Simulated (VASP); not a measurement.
MgB2:

```
Mg B
1.0
     0.00000    2.99364    2.99364
     2.99364    0.00000    2.99364
     2.99364    2.99364    0.00000
Mg B
2 4
Cartesian
  0.0000 0.0000 0.0000
  1.4968 1.4968 1.4968
  2.2452 3.7420 2.2452
  2.2452 2.2452 3.7420
  3.7420 2.2452 2.2452
  3.7420 3.7420 3.7420
```

The cell was built by a generator and needn't be a form met in nature.

| Quantity | Value |
| --- | --- |
| Program | VASP 6.6.1 |
| Task | relaxation of cell and atoms |
| Functional | PBEsol |
| Dispersion | D3 |
| Potentials or basis | VASP PAW PBE potentials, release 64 (Mg, B) |
| Cutoff | 600 eV |
| k mesh | 6 × 6 × 6 |
| Occupations | fermi-dirac, width 0.05 eV |
| Spin | no spin polarisation |

At the start: pressure -7.4 GPa; volume 8.94 Å³/atom.

How do energy, volume and symmetry change on relaxing?

Over 3 steps the energy falls by 10.5 meV/atom and the volume is 8.51 Å³/atom (-4.8 %); space group Fd-3m (No. 227, to 0.05 Å).

Step by step:
| step | energy change (eV) | largest force (eV/Å) | pressure (GPa) | volume (Å³) |
| --- | --- | --- | --- | --- |
| 1 | 0.0000 | 0.0000 | -7.44 | 53.66 |
| 2 | -0.0593 | 0.0000 | 1.93 | 50.50 |
| 3 | -0.0627 | 0.0000 | 0.01 | 51.07 |

Final structure:
```
CELL_PARAMETERS angstrom
0.00000 2.94464 2.94464
2.94464 0.00000 2.94464
2.94464 2.94464 0.00000
ATOMIC_POSITIONS crystal
Mg 0.00000 0.00000 0.00000
Mg 0.25000 0.25000 0.25000
B 0.62500 0.12500 0.62500
B 0.62500 0.62500 0.12500
B 0.12500 0.62500 0.62500
B 0.62500 0.62500 0.62500
```

Caveat: the PAW data sets were made with another functional, which shifts forces and pressure a little; pairwise dispersion overbinds metals, which lowers pressure and volume.
